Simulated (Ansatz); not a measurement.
Crystal: Au.

```
Au
1.0
    -1.65727    1.65727    1.65727
     1.65727   -1.65727    1.65727
     1.65727    1.65727   -1.65727
Au
1
Direct
  0.00000 0.00000 0.00000
```

This isn't the form of Au at room conditions, which is fcc.

Program: Ansatz 0.2.0. Alike in all runs: task band structure; potentials or basis Ansatz PAW; no spin polarisation; cell as given; k mesh 6 × 6 × 6; smearing fermi-dirac 0.05 eV; the mesh is coarse, so values aren't converged.

Q: Order these runs on this cell by their pressure, lowest first.
A. level PBEsol; cutoff (eV) 420
B. level r2SCAN; cutoff (eV) 500
C. level LDA; cutoff (eV) 420

A: C (-13.6 GPa), A (-9.4 GPa), B (-4.9 GPa).

Caveats: all runs use coarse meshes; the PAW data sets come from PBE, with cores solved anew for the run's functional, which leaves a small shift of forces and pressure.
